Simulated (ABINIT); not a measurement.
Runs of ABINIT 10.8.3 (patched build) on HfO2. It takes space group Fm-3m (No. 225, cubic). The conventional cell has a = 5.115 Å, b = 5.115 Å, c = 5.115 Å, α = 90.00°, β = 90.00°, γ = 90.00°. Hf (site symmetry m-3m) has 8 O at 2.21 Å as nearest neighbours. O (site symmetry -43m) is surrounded by 4 Hf at 2.21 Å. Measurements of this composition are mostly on another form, of space group No. 14.

```tsv
task	level	potentials or basis	k mesh	cutoff (eV)	smearing	fine-grid cutoff	share of exact exchange	most SCF steps	thinning of the exchange mesh (fockdownsampling)	dielectric constant that sets the share	mesh quality	gap on the mesh (eV)
single point	HSE06	SPMS NC PBE v1.0	3 × 3 × 3	952	fermi-dirac 0.05 eV	-	0.15	60	-	-	coarse	5.48
single point	HSE06	SPMS NC PBE v1.0	3 × 3 × 3	952	fermi-dirac 0.05 eV	-	0.05	60	-	-	coarse	4.79
single point	HSE06	SPMS NC PBE v1.0	3 × 3 × 3	952	fermi-dirac 0.05 eV	-	0.35	60	-	-	coarse	6.90
single point	HSE06	SPMS NC PBE v1.0	3 × 3 × 3	952	fermi-dirac 0.05 eV	-	0.25	60	-	-	coarse	(a)
single point	PBE-EpsX	SPMS NC PBE v1.0	6 × 6 × 6	952	fixed	-	-	60	2 × 2 × 2	5.15603	coarse	(b)
```

Alike in all rows: no spin polarisation; cell as given.

**Question.** Fill in the values left out.

**Answer.** (a) 6.19; (b) 5.51.

Caveats: some runs use coarse meshes; exact exchange is summed on a coarse mesh, which widens gaps by tenths of an eV; spin-orbit coupling is left out, which moves the levels of the heavy elements; Libxc's HSE differs a little from that of other programs (some runs); an odd mesh through Γ misses points on the zone boundary, where band edges often lie (some runs).

A k mesh can miss the band edges, and the runs leave out spin-orbit coupling on Hf.

Runs at the PBE level aren't shown here.
